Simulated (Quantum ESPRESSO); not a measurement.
Crystal: Ru.

```
CELL_PARAMETERS angstrom
2.70580 0.00000 0.00000
-1.35290 2.34329 0.00000
0.00000 0.00000 4.28190
ATOMIC_POSITIONS crystal
Ru 0.66667 0.33333 0.75000
Ru 0.33333 0.66667 0.25000
```

Base run:

* Program: Quantum ESPRESSO 7.5
* Functional: PBE
* Potentials or basis: PseudoDojo 0.4.1 SR PBE standard
* Cutoff: 1143 eV
* Density cutoff: 4572 eV
* k mesh: 11 × 11 × 6
* Occupations: fermi-dirac, width 0.05 eV
* Spin: no spin polarisation

Its results: band gap on the k mesh none (metal or under the smearing width); pressure 5.1 GPa.

After a change of settings the same cell gave: band gap on the k mesh none (metal or under the smearing width); pressure -11.5 GPa. Which change was it?
A. potentials or basis from PseudoDojo 0.4.1 SR PBE standard to PseudoDojo 0.4 FR PBE standard; spin from no spin polarisation to spin-orbit coupling, no magnetisation
B. functional from PBE to PBEsol; potentials or basis from PseudoDojo 0.4.1 SR PBE standard to PseudoDojo 0.4.1 SR PBEsol standard
C. functional from PBE to LDA; potentials or basis from PseudoDojo 0.4.1 SR PBE standard to PseudoDojo 0.4.1 SR LDA standard; cutoff from 1143 eV to 1197 eV; density cutoff from 4572 eV to 4789 eV

C.
